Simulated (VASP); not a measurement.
Write the native input for VASP 6.6.1 that does the following.

* Task: single point
* Functional: PBE
* Dispersion: D3(BJ)
* Potentials or basis: VASP PAW PBE potentials, release 64 (C)
* Cutoff: 520 eV
* k mesh: 14 × 14 × 14
* Occupations: gaussian, width 0.05 eV
* Spin: no spin polarisation
* Dipole correction: no
* Further INCAR settings: ALGO = Fast; EDIFF = 1e-06; NBANDS = 11

The structure of C lies in POSCAR:

```
C
1.0
    0.0000000000      2.0604872342      3.5676362887
    1.1895995880      0.0000000000      3.5676362887
    1.1895995880      2.0604872342      0.0000000000
C
2
Direct
    0.1666700000      0.8333300000      0.1666700000
    0.8333300000      0.1666700000      0.8333300000
```

This isn't the form of C at room conditions, which is graphite.

These files were run (other wordings do the same):

INCAR

```
SYSTEM = C
PREC = Accurate
ENCUT = 520
EDIFF = 1E-6
ISMEAR = 0
SIGMA = 0.05
LREAL = .False.
LASPH = .True.
NELM = 100
ALGO = Fast
ISIF = 2
LWAVE = .False.
LCHARG = .True.
GGA = PE
IVDW = 12
LELF = .True.
LVHAR = .True.
NBANDS = 11
```

KPOINTS

```
regular mesh
0
Gamma
  14 14 14
  0 0 0
```

Potentials or basis: VASP PAW PBE potentials, release 64 (C).

Run with:

```sh
$ cat potpaw_PBE.64/C/POTCAR > POTCAR
$ mpirun -np 1 vasp_std > vasp.out
```

Results of the run:

```
Pressure                   : 34.3 GPa
Largest force              : 0.014 eV/Å
Band gap on the k mesh     : 0.73 eV, indirect (least direct gap 0.85 eV)
Dispersion energy per atom : -0.141 eV
```

Caveat: a pressure of tens of GPa on the cell as given is suspect, and the run, the potentials or the cell itself is likely at fault.

Wall time 36 s on 1 thread of Intel(R) Xeon(R) 6975P-C (Granite Rapids) (shared host), peak memory 0.2 GiB.
